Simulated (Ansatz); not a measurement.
**SnO under changes of volume**

One of the cells (17.769 Å³/atom); the others are scaled copies at fixed shape and fractional positions:

```xyz
4
Lattice="3.8137 0.0000 0.0000 0.0000 3.8137 0.0000 0.0000 0.0000 4.8869" Properties=species:S:1:pos:R:3 pbc="T T T"
Sn    1.9068    0.0000    3.7367
Sn    0.0000    1.9068    1.1503
O     0.0000    0.0000    0.0000
O     1.9068    1.9068    0.0000
```

The cell is a database's computed one.

```yaml
Program: Ansatz 0.2.0
Functional: revPBE
Potentials_or_basis: Ansatz PAW
Cutoff: "420 eV (not typed: the program's choice for these potentials)"
k_mesh: 7 × 7 × 6
Occupations: fermi-dirac, width 0.05 eV
Spin: no spin polarisation
```

```csv
volume (Å³/atom),energy over the lowest point (meV/atom),pressure (GPa),gap on the mesh (eV),largest force (eV/Å)
16.703,?,?,?,?
17.058,52.23,10.0,0.21,1.118
17.414,32.67,7.6,0.29,0.799
17.769,18.12,5.5,0.36,0.504
18.125,8.11,3.5,0.44,0.231
18.480,2.24,1.8,0.51,0.023
18.835,0.00,0.2,0.57,0.260
```

Task: What does the run at 16.703 Å³/atom give?

Result: Energy over the lowest point 77.38 meV/atom; pressure 12.6 GPa; gap on the mesh 0.12 eV; largest force 1.466 eV/Å.

Worked out: A Birch-Murnaghan fit of order 3 (a polynomial in V^(-2/3)) to the other rows has its minimum at 18.89 Å³/atom, just outside them, with B0 = V·E''(V) = 79 GPa and B' = 4.4 at fixed shape and positions, which overstates the stiffness. It gives 77.33 meV/atom at 16.703 Å³/atom, against the run's 77.38, and -dE/dV = 12.7 GPa, against 12.6. A straight line through the other rows of the gap, of slope 3.66 eV per unit of ln V, extrapolates to 0.14 eV, against the run's 0.12.

Energies are extrapolated to zero smearing.

Caveats: odd divisions of the mesh miss points on the zone boundary, where band edges often lie, so the gap on the mesh can be too wide; spin-orbit coupling is left out, which moves the levels of the heavy elements; the PAW data sets come from PBE, with cores solved anew for the run's functional, which leaves a small shift of forces and pressure; forces of over 1 eV/Å show positions far from the minimum, so gaps and moduli don't describe the material at rest (some runs).

A mesh can miss the band edges.
